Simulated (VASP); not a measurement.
**Ti3B: single point with PBE**

Crystal: Ti3B.

```
Ti B
1.0
    -1.82881    1.82881    4.09383
     1.82881   -1.82881    4.09383
     1.82881    1.82881   -4.09383
Ti B
3 1
Cartesian
  0.0000 1.8288 2.0469
  1.8288 0.0000 2.0469
  0.0000 0.0000 4.0938
  0.0000 0.0000 0.0000
```

The cell comes from a database or a generator and needn't be the stable form of this composition.

```json
{"Program": "VASP 6.6.1", "Task": "single point", "Functional": "PBE", "Potentials or basis": "VASP PAW PBE potentials, release 64 (Ti_sv, B)", "Cutoff": "520 eV", "k mesh": "16 × 16 × 16", "Occupations": "gaussian, width 0.1 eV", "Spin": "no spin polarisation", "Dipole correction": "no", "Further INCAR settings": "ALGO = Fast; EDIFF = 1e-07; NBANDS = 28"}
```

```
Pressure               : -0.2 GPa
Band gap on the k mesh : none (metal or under the smearing width)
```

Levels at points of the mesh, in eV from the Fermi level:
| k point | band 18 | band 19 | band 20 | band 21 | band 22 | band 23 |
| --- | --- | --- | --- | --- | --- | --- |
| (0.00, 0.00, 0.00) | -1.36 | -0.24 | 0.21 | 0.57 | 0.57 | 1.88 |
| (0.50, 0.00, 0.00) | -0.71 | -0.34 | 0.86 | 0.97 | 0.98 | 1.30 |
| (0.50, 0.50, 0.00) | -1.57 | -0.36 | 0.34 | 0.47 | 0.63 | 1.71 |
| (0.50, 0.50, 0.50) | -1.37 | -1.08 | 0.13 | 0.65 | 0.65 | 1.50 |

Wall time 26 min on 1 thread of AMD EPYC 9R45 96-Core Processor (Zen 5), with other jobs on the host, peak memory 0.52 GiB.
